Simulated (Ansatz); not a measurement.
# MnO2 under changes of volume

One of the cells (10.839 Å³/atom); the others are scaled copies at fixed shape and fractional positions:

```
Mn O
1.0
     2.85658    0.00000    0.00000
    -1.42829    2.47387    0.00000
     0.00000    0.00000    4.60137
Mn O
1 2
Cartesian
  0.0000 0.0000 2.3007
  0.0000 1.6492 3.2499
  1.4283 0.8246 1.3515
```

Measurements of this composition are mostly on another form, of space group No. 136.

- Program: Ansatz 0.2.0
- Functional: r2SCAN
- Potentials or basis: Ansatz PAW
- Cutoff: 500 eV (not typed: the program's choice for these potentials)
- k mesh: 11 × 11 × 6
- Occupations: fermi-dirac, width 0.05 eV
- Spin: collinear spin, ferromagnetic start
- Starting moments: [4.0, 0.0, 0.0] μB

| volume (Å³/atom) | energy over the lowest point (meV/atom) | pressure (GPa) | gap on the mesh (eV) | largest force (eV/Å) |
| --- | --- | --- | --- | --- |
| 10.189 | ? | ? | ? | ? |
| 10.405 | 10.00 | 8.5 | 1.77 | 0.555 |
| 10.622 | 1.90 | 3.6 | 1.85 | 0.224 |
| 10.839 | 0.00 | -0.7 | 1.93 | 0.080 |
| 11.056 | 3.64 | -4.6 | 1.99 | 0.360 |
| 11.273 | 12.21 | -8.0 | 2.03 | 0.616 |
| 11.489 | 25.18 | -11.1 | 1.98 | 0.852 |

What does the run at 10.189 Å³/atom give?

Energy over the lowest point 25.04 meV/atom; pressure 13.9 GPa; gap on the mesh 1.69 eV; largest force 0.915 eV/Å.

Worked out: A Birch-Murnaghan fit of order 3 (a polynomial in V^(-2/3)) to the other rows has its minimum at 10.80 Å³/atom with B0 = V·E''(V) = 207 GPa and B' = 4.5 at fixed shape and positions, which overstates the stiffness. It gives 24.92 meV/atom at 10.189 Å³/atom, against the run's 25.04, and -dE/dV = 13.8 GPa, against 13.9. A parabola through the other rows of the gap, of slope 7.36 eV per unit of ln V there, extrapolates to 1.62 eV, against the run's 1.69.

Energies are extrapolated to zero smearing.

Caveats: the magnetic or orbital state may not be the lowest; odd divisions of the mesh miss points on the zone boundary, where band edges often lie, so the gap on the mesh can be too wide; a cell with one magnetic atom can't hold antiferromagnetic order, which such compounds often take; the PAW data sets come from PBE, with cores solved anew for the run's functional, which leaves a small shift of forces and pressure.

A mesh can miss the band edges.
